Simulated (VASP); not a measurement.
Consider the following.

```
AlSb
1.0
    0.00000     3.05252     3.05252
    3.05252     0.00000     3.05252
    3.05252     3.05252     0.00000
Al Sb
1 1
Direct
  0.00000   0.00000   0.00000
  0.25000   0.25000   0.25000
```

The numbers are results of r2SCAN+rVV10, VASP's PBE PAW potentials (set 64) (plane waves; VASP), not measurements. Run with 520 eV cut-off, 8×8×8 Γ-centred mesh, Gaussian smearing of 0.050 eV, potentials Al Sb.

Unless said otherwise, spin-orbit coupling is left out, though it shifts the bands of the heavy elements here.

Task: What does the run give for the energy per atom (σ→0), pressure, band gap (on the k-mesh) with the smallest direct gap where there is one?

Result: 
```yaml
band gap (on the k-mesh): 1.39 eV
smallest direct gap (on the k-mesh): 2.32 eV
energy per atom (σ→0): -16.327 eV/atom
pressure: 1.89 GPa
```

Total energies compare only between runs with the same potentials, cut-off and functional.

The compound is AlSb in the zinc blende structure. This cell is one point of a volume scan, at 0.97 of the reference volume.
